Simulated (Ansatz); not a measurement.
Runs of Ansatz 0.2.0 on SnO2. It takes space group Fm-3m (No. 225, cubic). Conventional cell: a = 5.148 Å, b = 5.148 Å, c = 5.148 Å, α = 90.00°, β = 90.00°, γ = 90.00°. Sn (site symmetry m-3m) has 8 O at 2.23 Å as nearest neighbours. O (site symmetry -43m) has 4 Sn at 2.23 Å as nearest neighbours. Measurements of this composition are mostly on another form, of space group No. 136.

```csv
screening (1/Å),gap on the mesh (eV),pressure (GPa)
0.15,1.44,-12.6
0.6,0.58,-9.3
0.3,1.06,-11.9
0.4,(b),-11.1
0.2,1.30,(a)
```

Alike in all rows: task single point; level HSE06 form with a typed share of exact exchange; potentials or basis Ansatz PAW; no spin polarisation; cell as given; k mesh 5 × 5 × 5; cutoff (eV) 420; smearing fermi-dirac 0.05 eV; the mesh is coarse, so values aren't converged.

Question: Fill in the values left out.

Answer: (a) -12.4; (b) 0.87.

Caveats: all runs use coarse meshes; odd divisions of the mesh miss points on the zone boundary, where band edges often lie, so the gap on the mesh can be too wide; spin-orbit coupling is left out, which moves the levels of the heavy elements; the PAW data sets come from PBE, with cores solved anew for the run's functional, which leaves a small shift of forces and pressure; the thresholds are loose for stress.

A k mesh can miss the band edges, and the runs leave out spin-orbit coupling on Sn.
